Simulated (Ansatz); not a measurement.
# Si: the cost of one run

Program: Ansatz 0.2.0. Level of theory: DFT PBE, scalar-relativistic, plane waves, PAW. These are calculated values, not measurements.

**1. The starting structure**

It takes space group Imma (No. 74, orthorhombic). The conventional cell has a = 3.793 Å, b = 6.210 Å, c = 6.376 Å, α = 90.00°, β = 90.00°, γ = 90.00°. Si (site symmetry m) is surrounded by 4 Si at 2.22 Å.

Structure file:

```xyz
4
Lattice="-1.8967 3.1049 3.1882 1.8967 -3.1049 3.1882 1.8967 3.1049 -3.1882" Properties=species:S:1:pos:R:3 pbc="T T T"
Si    0.0000    3.5462    2.1709
Si    0.0000    0.4413    4.2054
Si    1.8967   -0.4413    1.0173
Si    1.8967    2.6636   -1.0173
```

Recipe of the guess: 4-connected net of one element (Imma, No. 74). Lengths come from tabulated atomic sizes and are only a guess.

**2. Probe: one point on a coarse mesh**

The input, input.yaml:

```yaml
crystal:
  lattice:
    - [-1.89670803, 3.10490589, 3.18816787]
    - [1.89670803, -3.10490589, 3.18816787]
    - [1.89670803, 3.10490589, -3.18816787]
  atoms:
    - { symbol: Si, position: [0.91153082, 0.340463, 0.57106782] }
    - { symbol: Si, position: [0.73060483, 0.659537, 0.07106782] }
    - { symbol: Si, position: [0.08846918, 0.659537, 0.42893218] }
    - { symbol: Si, position: [0.26939517, 0.340463, 0.92893218] }
basis:
  ecutwfc: 420
kpoints:
  mp_grid: { grid: [6, 6, 6] }
hamiltonian:
  xc: pbe
scf:
  occupations: { method: gaussian, width: 0.1 }
  lower_state_search: "off"
output:
  forces: true
  stress: true
  eigenvalues: true
```

Launch:

```bash
$ ansatz run input.yaml --threads 1 --pin off --max-ram 2560MiB --backend cpu --events-out ev --progress --plain --runs-dir out
```

**Question.** How long does this run take on 1 thread of Arm Neoverse V1, shared host, and how much memory does it need?

About 2.7 s, with a peak of 0.33 GiB.
